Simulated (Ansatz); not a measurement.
Runs of Ansatz 0.2.0 on CdSe. It takes space group F-43m (No. 216, cubic). Conventional cell: a = 6.141 Å, b = 6.141 Å, c = 6.141 Å, α = 90.00°, β = 90.00°, γ = 90.00°. Cd (site symmetry -43m) is surrounded by 4 Se at 2.66 Å. Around Se (site symmetry -43m) lie 4 Cd at 2.66 Å. Measurements of this composition are mostly on another form, of space group No. 186.

| task | level | potentials or basis | cell | k mesh | cutoff (eV) | smearing | basis error allowed | mesh quality | gap on the mesh (eV) | pressure (GPa) |
| --- | --- | --- | --- | --- | --- | --- | --- | --- | --- | --- |
| single point | PBE | all-electron LAPW, scalar-relativistic | as given | 4 × 4 × 4 | 233 | fermi-dirac 0.03 eV | 0.003 eV/atom | coarse | 0.54 | (a) |
| single point | PBE | all-electron LAPW, scalar-relativistic | as given | 8 × 8 × 8 | 266 | gaussian 0.015 eV | 0.001 eV/atom | not flagged | 0.55 | 1.3 |
| elastic constants | LDA | all-electron LAPW, scalar-relativistic | as given | 6 × 6 × 6 | 288 | fermi-dirac 0.05 eV | 0.001 eV/atom | not flagged | 0.27 | -3.2 |
| Born charges and dielectric tensor | LDA | all-electron PAW datasets made for the crystal | as given | 8 × 8 × 8 | 270 | fixed | - | not flagged | 0.27 | - |
| band structure | LDA | all-electron LAPW, scalar-relativistic | as given | 8 × 8 × 8 | 266 | fermi-dirac 0.05 eV | 0.001 eV/atom | not flagged | 0.27 | -3.2 |
| relaxation of cell and atoms | PBE | all-electron LAPW, scalar-relativistic | relaxed | 8 × 8 × 8 | - | fermi-dirac 0.05 eV | 0.001 eV/atom | not flagged | 0.49 | 0.0 |
| single point | PBE | all-electron LAPW, scalar-relativistic | as given | 8 × 8 × 8 | 266 | gaussian 0.013 eV | 0.001 eV/atom | not flagged | 0.55 | 1.3 |

Alike in all rows: no spin polarisation.

Problem. Estimate the missing entries.

Solution. (a) 1.5.

Caveats: some runs use coarse meshes; the cell is more than 3 GPa from zero pressure, which shifts response properties (some runs); the gap is small at this level, which inflates the dielectric constant (some runs); the program warned that the printed levels may be off, so bands, gaps and densities of states are rough (some runs).

A k mesh can miss the band edges, and the runs leave out spin-orbit coupling on Cd, Se.

The runs don't all hold the same shells in valence.
